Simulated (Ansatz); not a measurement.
Hf (fcc type), DFT, PBE, PAW with Ansatz's default frozen-core files, scalar-relativistic (Ansatz 0.2.0), on 1 thread of Intel(R) Xeon(R) 6975P-C (Granite Rapids) (shared host).

Command: `ansatz run input.yaml --threads 1 --pin off --max-ram 2048MiB --backend cpu --events-out ev --progress --plain --runs-dir out`

```yaml
crystal:
  lattice:
    - [0.0, 1.7193242721, 1.7193242721]
    - [1.7193242721, 0.0, 1.7193242721]
    - [1.7193242721, 1.7193242721, 0.0]
  atoms:
    - { symbol: Hf, position: [0.0, 0.0, 0.0] }
kpoints:
  mp_grid: { grid: [16, 16, 16] }
scf:
  occupations: { method: fermi_dirac, width: 0.1 }
hamiltonian:
  xc: pbe
  pseudopotentials: { kind: paw }
output:
  forces: true
  stress: true
  eigenvalues: true
  write_density: true
  write_potential: true
  elf: true
  volumetric_format: npy
basis:
  ecutwfc: 1000
```

How large is the problem that the program sets up?

145 irreducible k-points, 725 plane waves at Γ, 17 bands.

About how long does it take?

4.3 s of wall time for 7 SCF iterations. Times on shared machines scatter by tens of per cent.
